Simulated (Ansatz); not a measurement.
Space group Fm-3m (No. 225). a = 3.518 Å, b = 3.518 Å, c = 3.518 Å, α = 90.00°, β = 90.00°, γ = 90.00°
| atom | site | symmetry | x | y | z |
| --- | --- | --- | --- | --- | --- |
| Ni | 4a | m-3m | 0.0000 | 0.0000 | 0.0000 |

Equation of state of this Ni structure (not necessarily the ground state), with shape and atoms relaxed at each volume where symmetry leaves them free. It has no gap at any of these volumes. These are results of Ansatz 0.2.0, DFT PBE, scalar-relativistic, plane waves, PAW, not measurements.

Settings: cutoff 420 eV, Γ-centred mesh 20×20×20 on the computed 1-atom cell, Gaussian smearing of 0.10 eV; collinear spin.

```tsv
V (Å³/atom)	E − E(largest V) (meV/atom)	P (GPa)
9.583	68.25	34.87
9.909	9.00	23.72
10.236	-29.42	14.39
10.563	-50.41	6.56
10.889	-56.78	0.01
11.216	-50.87	-5.49
11.543	-34.69	-10.08
11.978	0.00	-15.05
```

**Question.** Fit a third-order Birch–Murnaghan equation to E(V).

**Answer.** V0 = 10.89 Å³/atom, B0 = 200 GPa, B0' = 4.9.